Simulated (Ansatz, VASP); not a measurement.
BN: VASP beside Ansatz

```
CELL_PARAMETERS angstrom
2.59225 0.00000 0.00000
-1.29612 2.24495 0.00000
0.00000 0.00000 4.22685
ATOMIC_POSITIONS crystal
B 0.66667 0.33333 0.99972
B 0.33333 0.66667 0.49972
N 0.66667 0.33333 0.62528
N 0.33333 0.66667 0.12528
```

Change from the starting cell: strain +0.0150 x Voigt [1, 1, 0, 0, 0, 0], atoms carried along.

Alike in both runs: task single point; functional r2SCAN; k mesh 12 × 12 × 6; occupations gaussian, width 0.05 eV; no spin polarisation.

```csv
,VASP,Ansatz
version,VASP 6.6.1,Ansatz 0.2.0
potentials or method,"VASP PAW PBE potentials, release 64 (B, N)","scalar-relativistic, plane waves, PAW"
plane-wave cutoff (eV),520,500
valence electrons in the cell,16,16
```

```csv
,VASP,Ansatz,Ansatz less VASP
gap on the k mesh at the Fermi level (eV),5.81,5.84,+0.030
least direct gap on the mesh (eV),8.65,8.67,+0.018
pressure (GPa),-14.2,-15.1,-0.96
largest component of the traceless stress (GPa),8.54,8.49,-0.053
rms of the force components (eV/Å),0.012,0.012,-0.0005
```

Atom by atom the forces differ by 0.001 eV/Å (rms over components).

Caveats: the PAW data sets were made with another functional, which shifts forces and pressure a little (VASP). A k mesh can miss the band edges.
